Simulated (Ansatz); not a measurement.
The system is CuI (Marshite).

```xyz
2
Lattice="0.0000 3.0315 3.0315 3.0315 0.0000 3.0315 3.0315 3.0315 0.0000" Properties=species:S:1:pos:R:3 pbc="T T T"
I     0.0000    0.0000    0.0000
Cu    4.5473    4.5473    4.5473
```

Base run:

| Property | Result |
| --- | --- |
| Program | Ansatz 0.2.0 |
| Functional | PBE |
| Potentials or basis | all-electron LAPW, scalar-relativistic |
| Cutoff | 248 eV (chosen from the basis error) |
| Basis error allowed | 0.003 eV/atom |
| k mesh | 5 × 5 × 5 |
| Occupations | fermi-dirac, width 0.03 eV |
| Spin | no spin polarisation |

Its results: band gap on the k mesh 1.12 eV, direct; pressure 0.4 GPa.

The run is repeated on the same cell with these changes: k mesh from 5 × 5 × 5 to 3 × 3 × 3; occupations from fermi-dirac, width 0.03 eV to fermi-dirac, width 0.04 eV. What comes out?

Band gap on the k mesh 1.12 eV, direct; pressure 1.3 GPa.

Caveats: some runs use coarse meshes; spin-orbit coupling is left out, which moves the levels of the heavy elements.

